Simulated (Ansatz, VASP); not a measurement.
One calculation of ZnS, two programs

File POSCAR:

```
ZnS
1.0
    0.0000000000      2.6132632584      2.7886568385
    2.6132632584      0.0000000000      2.7886568385
    2.6132632584      2.6132632584      0.0000000000
Zn S
1 1
Direct
    0.0000000000      0.0000000000      0.0000000000
    0.2500000000      0.2500000000      0.2500000000
```

Contents of INCAR.step1:

```
PREC = Accurate ; ENCUT = 520
ISMEAR = 0 ; SIGMA = 0.01
LREAL = F ; LASPH = T
NELM = 80 ; NBANDS = 16
GGA = PE ; ALGO = Normal
EDIFF = 1E-4 ; LWAVE = T
LCHARG = F
```

File INCAR.step2:

```
PREC = Accurate ; ENCUT = 520
EDIFF = 1E-6 ; ISMEAR = 0
SIGMA = 0.01 ; LREAL = F
LASPH = T ; NELM = 80
ALGO = Normal ; ISIF = 2
LWAVE = F ; LCHARG = F
METAGGA = R2SCAN ; LMIXTAU = T
NBANDS = 16 ; ISTART = 1
```

File KPOINTS:

```
Automatic mesh
0
Gamma
  8 8 8
```

Input for Ansatz:

```yaml
crystal:
  lattice:
    - [0.0, 2.6132632584, 2.7886568385]
    - [2.6132632584, 0.0, 2.7886568385]
    - [2.6132632584, 2.6132632584, 0.0]
  atoms:
    - { symbol: Zn, position: [0.0, 0.0, 0.0] }
    - { symbol: S, position: [0.25, 0.25, 0.25] }
kpoints:
  mp_grid: { grid: [8, 8, 8] }
  band_path:
    path:
      - [0.0, 0.0, 0.0]
      - [-0.5, -0.5, 0.0]
      - [-0.375, -0.375, 0.25]
      - [-0.375, 0.0, 0.375]
      - [0.0, 0.0, 0.5]
      - [-0.5, -0.25, 0.25]
    npoints: 1
hamiltonian:
  xc: r2scan
scf:
  occupations: { method: fixed }
  n_extra_bands: 4
output:
  forces: true
  stress: true
  eigenvalues: true
  write_density: true
  write_potential: true
  elf: true
  volumetric_format: npy
```

Change from the starting cell: epitaxial_xy strain -3.0%.

Alike in both runs: task single point; functional r2SCAN; k mesh 8 × 8 × 8; no spin polarisation.

|  | VASP | Ansatz |
| --- | --- | --- |
| version | VASP 6.6.1 | Ansatz 0.2.0 |
| potentials or method | VASP PAW PBE potentials, release 64 (Zn, S) | plane waves, PAW |
| plane-wave cutoff (eV) | 520 | 500 |
| occupations | gaussian, width 0.01 eV | fixed |
| valence electrons in the cell | 18 | 18 |

```csv
,VASP,Ansatz,Ansatz less VASP
gap on the k mesh at the Fermi level (eV),2.74,2.72,-0.013
pressure (GPa),2.2,2.1,-0.04
largest component of the traceless stress (GPa),2.14,2.10,-0.038
```

Caveats: the PAW data sets were made with another functional, which shifts forces and pressure a little (VASP).
